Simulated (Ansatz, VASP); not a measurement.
**Two plane-wave programs on KI**

The input INCAR:

```
PREC     = Accurate       # precision mode
ENCUT    = 520            # plane-wave cutoff, eV
EDIFF    = 1E-6           # SCF threshold, eV
ISMEAR   = 0              # smearing method
SIGMA    = 0.05           # smearing width, eV
LREAL    = F              # projectors in reciprocal space
LASPH    = T              # aspherical terms in the spheres
NELM     = 100            # most SCF steps
ALGO     = Normal         # electronic algorithm
ISIF     = 2              # what is computed and relaxed
LWAVE    = F              # write WAVECAR
LCHARG   = F              # write CHGCAR
GGA      = PE             # functional
NBANDS   = 15             # bands
```

The input KPOINTS:

```
Automatic mesh
0
Gamma
  6 6 6
```

Contents of POSCAR:

```
KI
1.0
    0.0000000000      3.5245500000      3.4893045000
    3.5245500000      0.0000000000      3.4893045000
    3.5245500000      3.5245500000      0.0000000000
K I
1 1
Direct
    0.0000000000      0.0000000000      0.0000000000
    0.5000000000      0.5000000000      0.5000000000
```

Input for Ansatz:

```yaml
crystal:
  lattice:
    - [0.0, 3.52455, 3.4893045]
    - [3.52455, 0.0, 3.4893045]
    - [3.52455, 3.52455, 0.0]
  atoms:
    - { symbol: K, position: [0.0, 0.0, 0.0] }
    - { symbol: I, position: [0.5, 0.5, 0.5] }
basis:
  ecutwfc: 420
kpoints:
  mp_grid: { grid: [6, 6, 6] }
hamiltonian:
  xc: pbe
scf:
  occupations: { method: gaussian, width: 0.05 }
output:
  forces: true
  stress: true
  eigenvalues: true
```

Change from the starting cell: strain -0.0100 x Voigt [0, 0, 1, 0, 0, 0], atoms carried along.

Alike in both runs: task single point; functional PBE; k mesh 6 × 6 × 6; occupations gaussian, width 0.05 eV; no spin polarisation.

```csv
,VASP,Ansatz
version,VASP 6.6.1,Ansatz 0.2.0
potentials or method,"VASP PAW PBE potentials, release 64 (K_sv, I)","scalar-relativistic, plane waves, PAW"
plane-wave cutoff (eV),520,420
valence electrons in the cell,16,26
```

|  | VASP | Ansatz | Ansatz less VASP |
| --- | --- | --- | --- |
| gap on the k mesh at the Fermi level (eV) | 4.00 | 4.00 | +0.004 |
| least direct gap on the mesh (eV) | 4.00 | 4.00 | +0.004 |
| pressure (GPa) | 0.9 | 0.8 | -0.04 |
| largest component of the traceless stress (GPa) | 0.20 | 0.20 | -0.002 |

The functional is the same, so the differences come from potentials, cutoffs and numerics. The two sets of potentials don't hold the same shells in valence.

Caveats: spin-orbit coupling is left out, which moves the levels of the heavy elements.
